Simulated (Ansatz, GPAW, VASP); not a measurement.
BN: programs and potentials compared

```
N B
1.0
     0.00000    1.81300    1.81300
     1.81300    0.00000    1.81300
     1.81300    1.81300    0.00000
N B
1 1
Direct
  0.25000 0.25000 0.25000
  0.00000 0.00000 0.00000
```

The cell is a database's computed one, not the measured one.

Alike in all runs: task single point; functional PBE; k mesh 13 × 13 × 13; occupations gaussian, width 0.02 eV; no spin polarisation; no spin-orbit coupling. Pressure is positive in compression and, in plane waves, holds the error of the finite cutoff, which Ansatz's Pulay term estimates and takes out.

| program and potentials | plane-wave cutoff (eV) | notes | pressure (GPa) |
| --- | --- | --- | --- |
| Ansatz, Ansatz PAW | 420 | Pulay term of +1.05 GPa included | -0.40 |
| VASP, PBE PAW files B, N, 500 eV | 500 | - | -0.20 |
| Ansatz, all-electron LAPW, scalar-relativistic | - | - | -0.41 |
| GPAW, GPAW PAW data sets (gpaw-data 1.2.1) | 800 | - | -1.60 |
| VASP, PBE PAW files B, N, 520 eV | 520 | - | -0.16 |

The pressure spans -1.60 (GPAW, GPAW PAW data sets (gpaw-data 1.2.1)) to -0.16 GPa (VASP, PBE PAW files B, N, 520 eV), with all-electron results at -0.41.

The functional is the same throughout but for its coding, so the spread measures potentials, basis and numerics; runs on potential files found faulty are left out.

All five runs put zinc-blende BN under slight tension, so each would contract the cell a little on relaxation. The strain involved is small: the short, strong, polar sp3 bonds form a stiff three-dimensional network, in which even a minute change of bond length produces an appreciable pressure. The spread therefore corresponds to very similar equilibrium lattice constants, well within one percent of each other.

Ansatz PAW, at -0.40 GPa, practically reproduces the all-electron value of -0.41 GPa. The VASP results lie slightly higher, and raising the cutoff moves them from -0.20 to -0.16 GPa, away from the all-electron result. Basis incompleteness is thus unlikely to explain that offset, which probably reflects the potentials. GPAW stands apart at -1.60 GPa despite the largest cutoff, which suggests a contribution from its data sets or augmentation numerics, though the table can't separate the two. Pressures at a single volume don't show whether the methods also differ in bulk modulus.
